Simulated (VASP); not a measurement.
Input of a VASP 6.6.1 run:

Contents of INCAR:

```
PREC = Accurate ; ENCUT = 520
EDIFF = 1E-6 ; ISMEAR = -1
SIGMA = 0.05 ; LREAL = F
LASPH = T ; NELM = 100
ALGO = Fast ; ISIF = 2
LWAVE = F ; LCHARG = F
GGA = PS ; IBRION = 2
NSW = 35 ; EDIFFG = -0.3
```

Contents of KPOINTS:

```
regular mesh
0
Gamma
  1 1 1
```

The input POSCAR:

```
Cl
1.0
    7.9104600000      0.0000000000      0.0000000000
    0.0000000000      7.9104600000      0.0000000000
    0.0000000000      0.0000000000      7.9104600000
Cl
12
Direct
    0.6435156000      0.4746192000      0.9658873000
    0.6636897000      0.3965385000      0.7242532000
    0.8702000000      0.1758669000      0.2631765000
    0.9929224000      0.0436867000      0.0832925000
    0.7466639000      0.8720158000      0.4803866000
    0.6169823000      0.7573108000      0.2935281000
    0.4125660000      0.9474916000      0.8048100000
    0.3193688000      0.9093618000      0.5708206000
    0.2269514000      0.3948728000      0.5831489000
    0.2917409000      0.4036356000      0.3369454000
    0.0740436000      0.6386431000      1.1034862000
    0.0514274000      0.6414518000      0.8497713000
```

Potentials or basis: VASP PAW PBE potentials, release 64 (Cl).

The run is started by

```sh
$ cat potpaw_PBE.64/Cl/POTCAR > POTCAR
$ mpirun -np 1 vasp_gam > vasp.out
```

**Question.** Predict the energy gained by relaxing.

**Answer.** 12.2 meV/atom.

**Question.** Predict the band gap on the k mesh.

**Answer.** 2.36 eV, direct.

Stress tensor (GPa, compression positive):
```
 0.21  0.08 -0.01
 0.08  0.34 -0.16
-0.01 -0.16  0.37
```

Caveat: the PAW data sets were made with another functional, which shifts forces and pressure a little. A hybrid or GW would open this gap; PBEsol tends to underestimate it.
